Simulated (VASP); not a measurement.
# Re (R-3m) in VASP: notebook

The runs below take Re through single point, relaxation of cell and atoms, with r2SCAN.

Everything below comes from runs of VASP 6.6.1. Logs are shortened: lines on timing, memory, paths and dates and some standing lists are left out, and cuts for length are marked.

## Step 1: The crystal as given

Symmetry: R-3m, No. 166, trigonal system. The conventional cell has a = 4.366 Å, b = 4.366 Å, c = 2.699 Å, α = 90.00°, β = 90.00°, γ = 120.00°. Re (site symmetry -3m) has 8 Re at 2.68 to 2.70 Å as nearest neighbours.

The cell was built by a generator and needn't be a form met in nature.

## Step 2: Single point, r2SCAN

Input file POSCAR:

```
Re
1.0
    2.1827683434      1.2602218906      0.8996884458
   -2.1827683434      1.2602218906      0.8996884458
    0.0000000000     -2.5204437813      0.8996884458
Re
1
Direct
    0.5000000000      0.5000000000      0.5000000000
```

Input file INCAR.step1:

```
SYSTEM = Re
PREC     = Accurate       ! precision mode
ENCUT    = 520            ! plane-wave cutoff, eV
ISMEAR   = 0              ! smearing method
SIGMA    = 0.1            ! smearing width, eV
LREAL    = .FALSE.        ! projectors in reciprocal space
LASPH    = .TRUE.         ! aspherical terms in the spheres
NELM     = 100            ! most SCF steps
NBANDS   = 10             ! bands
GGA      = PE             ! functional
ALGO     = Normal         ! electronic algorithm
EDIFF    = 1E-4           ! SCF threshold, eV
LWAVE    = .TRUE.         ! write WAVECAR
LCHARG   = .FALSE.        ! write CHGCAR
```

Input file INCAR.step2:

```
SYSTEM = Re
PREC     = Accurate       ! precision mode
ENCUT    = 520            ! plane-wave cutoff, eV
EDIFF    = 1E-6           ! SCF threshold, eV
ISMEAR   = 0              ! smearing method
SIGMA    = 0.1            ! smearing width, eV
LREAL    = .FALSE.        ! projectors in reciprocal space
LASPH    = .TRUE.         ! aspherical terms in the spheres
NELM     = 100            ! most SCF steps
ALGO     = Normal         ! electronic algorithm
ISIF     = 2              ! what is computed and relaxed
LWAVE    = .FALSE.        ! write WAVECAR
LCHARG   = .FALSE.        ! write CHGCAR
METAGGA  = R2SCAN         ! meta-GGA
LMIXTAU  = .TRUE.       
NBANDS   = 10             ! bands
ISTART   = 1
```

Input file KPOINTS:

```
Automatic mesh
0
G
  9 9 9
  0 0 0
```

Potentials or basis: VASP PAW PBE potentials, release 64 (Re).

On the command line:

```sh
$ cat potpaw_PBE.64/Re/POTCAR > POTCAR
$ cp INCAR.step1 INCAR
$ mpirun -np 1 vasp_std > vasp.out
$ cp INCAR.step2 INCAR
$ mpirun -np 1 vasp_std > vasp.out
```

OUTCAR:

```text
SYSTEM = Re
   PREC = Accurate
   ENCUT = 520
   EDIFF = 1E-6
   ISMEAR = 0
   LREAL = .FALSE.
   LASPH = .TRUE.
   NELM = 100
   ISIF = 2
   METAGGA = R2SCAN
   ISTART = 1

 ion  position               nearest neighbor table
   1  0.500  0.500  0.500-

  LATTYP: Found a trigonal (rhomboedric) cell.
 ALAT       =     2.6762055515
 COS(alpha) =    -0.3304738845

  Lattice vectors:

 A1 = (   2.1827683434,   1.2602218906,   0.8996884458)
 A2 = (  -2.1827683434,   1.2602218906,   0.8996884458)
 A3 = (   0.0000000000,  -2.5204437813,   0.8996884458)

Analysis of symmetry for initial positions (statically):
=====================================================================
 Subroutine PRICEL returns:
 Original cell was already a primitive cell.

 Routine SETGRP: Setting up the symmetry group for a
 trigonal (rhombohedral) supercell.

 Subroutine GETGRP returns: Found 12 space group operations
 (whereof 12 operations were pure point group operations)
 out of a pool of 12 trial point group operations.

The static configuration has the point symmetry D_3d.

Analysis of symmetry for dynamics (positions and initial velocities):
=====================================================================
 Subroutine PRICEL returns:
 Original cell was already a primitive cell.

 Routine SETGRP: Setting up the symmetry group for a
 trigonal (rhombohedral) supercell.

 Subroutine GETGRP returns: Found 12 space group operations
 (whereof 12 operations were pure point group operations)
 out of a pool of 12 trial point group operations.

The dynamic configuration has the point symmetry D_3d.

 Subroutine INISYM returns: Found 12 space group operations
 (whereof 12 operations are pure point group operations),
 and found     1 'primitive' translations

----------------------------------------------------------------------------------------

                                     Primitive cell

  volume of cell :      14.8490

  direct lattice vectors                    reciprocal lattice vectors
     2.182768343  1.260221891  0.899688446     0.229066910  0.132251842  0.370498626
    -2.182768343  1.260221891  0.899688446    -0.229066910  0.132251842  0.370498626
     0.000000000 -2.520443781  0.899688446     0.000000000 -0.264503684  0.370498626

  length of vectors
     2.676205552  2.676205552  2.676205552     0.455226791  0.455226791  0.455226791

  position of ions in fractional coordinates (direct lattice)
     0.500000000  0.500000000  0.500000000

  ion indices of the primitive-cell ions
   primitive index   ion index
                 1           1

----------------------------------------------------------------------------------------

 KPOINTS: Automatic mesh

Automatic generation of k-mesh.
 Grid dimensions read from file:
 generate k-points for:    9    9    9

 Generating k-lattice:

  Cartesian coordinates                     Fractional coordinates (reciprocal lattice)
     0.025451879  0.014694649  0.041166514     0.111111111  0.000000000  0.000000000
    -0.025451879  0.014694649  0.041166514     0.000000000  0.111111111  0.000000000
     0.000000000 -0.029389298  0.041166514     0.000000000  0.000000000  0.111111111

  Length of vectors
     0.050580755  0.050580755  0.050580755

  Shift w.r.t. Gamma in fractional coordinates (k-lattice)
     0.000000000  0.000000000  0.000000000

 Subroutine IBZKPT returns following result:
 ===========================================

 Found     85 irreducible k-points:

 Following reciprocal coordinates:
            Coordinates               Weight
  0.000000  0.000000  0.000000      1.000000
  0.111111  0.000000  0.000000      6.000000
  0.222222  0.000000  0.000000      6.000000
  0.333333  0.000000  0.000000      6.000000
  0.444444  0.000000  0.000000      6.000000
  0.111111  0.111111  0.000000      6.000000
[... 16 lines left out ...]
 -0.333333  0.333333  0.000000      6.000000
  0.444444  0.444444  0.000000      6.000000
 [... further k-points ...]
   k-points           NKPTS =     85   k-points in BZ     NKDIM =     85   number of bands    NBANDS=     10
   number of dos      NEDOS =    301   number of ions     NIONS =      1
   total plane-waves  NPLWV =   8000
   dimension x,y,z NGX =    20 NGY =   20 NGZ =   20
   dimension x,y,z NGXF=    40 NGYF=   40 NGZF=   40
   ions per type =               1
   NGX,Y,Z   is equivalent  to a cutoff of  12.42, 12.42, 12.42 a.u.
   NGXF,Y,Z  is equivalent  to a cutoff of  24.85, 24.85, 24.85 a.u.
 SYSTEM =  Re
   PREC   = accura    normal or accurate (medium, high low for compatibility)
   ISTART =      1    job   : 0-new  1-cont  2-samecut
   ICHARG =      0    charge: 1-file 2-atom 10-const
   ISPIN  =      1    spin polarized calculation?
   LNONCOLLINEAR =      F non collinear calculations
   LSORBIT =      F    spin-orbit coupling
   LASPH  =      T    aspherical Exc in radial PAW
   ENCUT  =  520.0 eV  38.22 Ry    6.18 a.u.   4.98  4.98  4.98*2*pi/ulx,y,z
   NELM   =    100;   NELMIN=  2; NELMDL=  0     # of ELM steps
   EDIFF  = 0.1E-05   stopping-criterion for ELM
   LREAL  =      F    real-space projection
   EDIFFG = 0.1E-04   stopping-criterion for IOM
   NSW    =      0    number of steps for IOM
   IBRION =     -1    ionic relax: 0-MD 1-quasi-New 2-CG
   NFREE  =      0    steps in history (QN), initial steepest desc. (CG)
   ISIF   =      2    stress and relaxation
   ISYM   =      2    0-nonsym 1-usesym 2-fastsym
   POTIM  = 0.5000    time-step for ionic-motion
   TEBEG  =    0.0;   TEEND  =   0.0 temperature during run
   PSTRESS=    0.0 pullay stress
   NELECT =       7.0000    total number of electrons
   NUPDOWN=      -1.0000    fix difference up-down
   EMIN   =  10.00;   EMAX   =-10.00  energy-range for DOS
   EFERMI =   0.00;   METHOD = LEGACY
   ISMEAR =     0;   SIGMA  =   0.10  broadening in eV -4-tet -1-fermi 0-gaus
   EFERMI_NEDOS =   21; number of points for ismear=-14 and -15
   IALGO  =     38    algorithm
   IMIX   =      4    mixing-type and parameters
     AMIX     =   0.40;   BMIX     =  1.00
     AMIX_MAG =   1.60;   BMIX_MAG =  1.00
  volume/ion in A,a.u.               =      14.85       100.21
  Fermi-wavevector in a.u.,A,eV,Ry     =   1.274114  2.407726 22.087229  1.623366
  Thomas-Fermi vector in A             =   2.406900
   LORBIT       =      0    0 simple, 1 ext, 2 COOP (PROOUT), +10 PAW based schemes
   METAGGA = R2SCAN    functional components
   LHFCALC =     F    Hartree Fock is set to
   AEXX    =    0.0000 exact exchange contribution
   IVDW    =     0    specifies the selected vdW correction
   LEPSILON=     F    determine dielectric tensor
   LRPA    =     F    only Hartree local field effects (RPA)
 non-spin polarized calculation
 Gauss-broadening in eV      SIGMA  =   0.10
  energy-cutoff  :      520.00
  volume of cell :       14.85
 maximum number of plane-waves:       412
   NGX =  9   NGY =  9   NGZ =  9

 number of electron       6.9999999 magnetization

 Free energy of the ion-electron system (eV)
  ---------------------------------------------------
  ext. energy  EPLUGINS =         0.00000000
  ---------------------------------------------------
  free energy    TOTEN  =       -52.16269697 eV

  energy without entropy =      -52.15593509  energy(sigma->0) =      -52.15931603

 E-fermi :   8.5403     XC(G=0): -14.9279

 val. band max:        8.5397044606   @ k =  -0.4444  -0.4444   0.3333
 cond. band min:       8.5433361294   @ k =  -0.2222   0.1111  -0.0000
 fundamental gap:      0.0036316688
 Fermi energy:         8.5403146008

 k-point     1 :       0.0000    0.0000    0.0000
  band No.  band energies     occupation
      1      -2.7042      2.00000
      2       5.6149      2.00000
      3       5.6149      2.00000
      4       5.8176      2.00000
      5       9.4891      0.00000
      6       9.4891      0.00000
      7      24.7490      0.00000
      8      24.7490      0.00000
      9      24.9480      0.00000
     10      37.2829      0.00000

 k-point     2 :       0.1111    0.0000    0.0000
  band No.  band energies     occupation
      1      -2.0944      2.00000
      2       5.2859      2.00000
      3       5.5798      2.00000
      4       6.3500      2.00000
      5       9.0707      0.00000
      6       9.5136      0.00000
      7      25.2518      0.00000
      8      25.8606      0.00000
      9      25.8748      0.00000
     10      33.9525      0.00000

 k-point     3 :       0.2222    0.0000    0.0000
  band No.  band energies     occupation
      1      -0.5757      2.00000
      2       4.5375      2.00000
      3       5.2609      2.00000
      4       8.0202      2.00000
      5       8.7938      0.00034
      6       9.6505      0.00000
      7      25.0413      0.00000
      8      26.2441      0.00000
      9      28.6327      0.00000
     10      32.2929      0.00000

 k-point     4 :       0.3333    0.0000    0.0000
  band No.  band energies     occupation
      1       0.6287      2.00000
      2       3.7978      2.00000
      3       5.8216      2.00000
      4       9.1673      0.00000
      5       9.9554      0.00000
      6      10.4432      0.00000
      7      22.7513      0.00000
      8      22.9889      0.00000
      9      30.7082      0.00000
     10      32.5228      0.00000
[... 222 lines left out ...]
 k-point    22 :      -0.4444    0.3333    0.0000
  band No.  band energies     occupation
      1       1.2232      2.00000
      2       3.6622      2.00000
      3       6.0585      2.00000
      4       9.0920      0.00000
      5      10.2710      0.00000
      6      12.5465      0.00000
      7      20.5977      0.00000
      8      22.6740      0.00000
      9      27.1756      0.00000
     10      32.7164      0.00000

 k-point    23 :      -0.3333    0.3333    0.0000
  band No.  band energies     occupation
      1       0.6659      2.00000
      2       3.8632      2.00000
      3       5.8756      2.00000
      4       9.0886      0.00000
      5       9.8708      0.00000
      6      10.4307      0.00000
      7      22.9128      0.00000
      8      22.9251      0.00000
      9      30.7398      0.00000
     10      32.6150      0.00000

 k-point    24 :       0.4444    0.4444    0.0000
  band No.  band energies     occupation
      1       1.1652      2.00000
      2       3.4597      2.00000
      3       7.2440      2.00000
      4       9.1681      0.00000
      5      10.6708      0.00000
      6      14.0362      0.00000
      7      18.5798      0.00000
      8      21.6946      0.00000
      9      25.7118      0.00000
     10      33.3022      0.00000

 [... further k-points ...]

------------------------ aborting loop because EDIFF is reached ----------------------------------------

  FORCE on cell =-STRESS in cart. coord.  units (eV):
  Direction    XX          YY          ZZ          XY          YZ          ZX
  --------------------------------------------------------------------------------------
  -------------------------------------------------------------------------------------
  Total        0.0188809      0.0188809     -0.0004887      0.0000000      0.0000000     -0.0000000
  in kB        2.0372076      2.0372076     -0.0527333      0.0000000      0.0000000     -0.0000000
  external PRESSURE =       1.3405606 kB  Pullay stress =       0.0000000 kB

 VOLUME and BASIS-vectors are now :
 -----------------------------------------------------------------------------
  energy-cutoff  :      520.00
  volume of cell :       14.85
      direct lattice vectors                 reciprocal lattice vectors
     2.182768343  1.260221891  0.899688446     0.229066910  0.132251842  0.370498626
    -2.182768343  1.260221891  0.899688446    -0.229066910  0.132251842  0.370498626
     0.000000000 -2.520443781  0.899688446     0.000000000 -0.264503684  0.370498626

 POSITION                                       TOTAL-FORCE (eV/Angst)
 -----------------------------------------------------------------------------------
      0.00000     -0.00000      1.34953         0.000000     -0.000000      0.000000
 -----------------------------------------------------------------------------------
    total drift:                               -0.000000      0.000000     -0.000000

  FREE ENERGIE OF THE ION-ELECTRON SYSTEM (eV)
  ---------------------------------------------------
  free  energy   TOTEN  =       -52.1626969697 eV

  energy  without entropy=      -52.1559350944  energy(sigma->0) =      -52.15931603
```

Run time: 18 s. Hardware: 1 thread of Intel Xeon 6975P-C (Granite Rapids), shared host; peak memory 0.13 GiB.

What came out:

| Property | Result |
| --- | --- |
| Free energy | -52.1627 eV |
| Pressure | 0.1 GPa |
| Band gap on the k mesh | none (metal or under the smearing width) |

Caveat: the PAW data sets were made with another functional, which shifts forces and pressure a little.

(Part 1 of 2 ends here.)
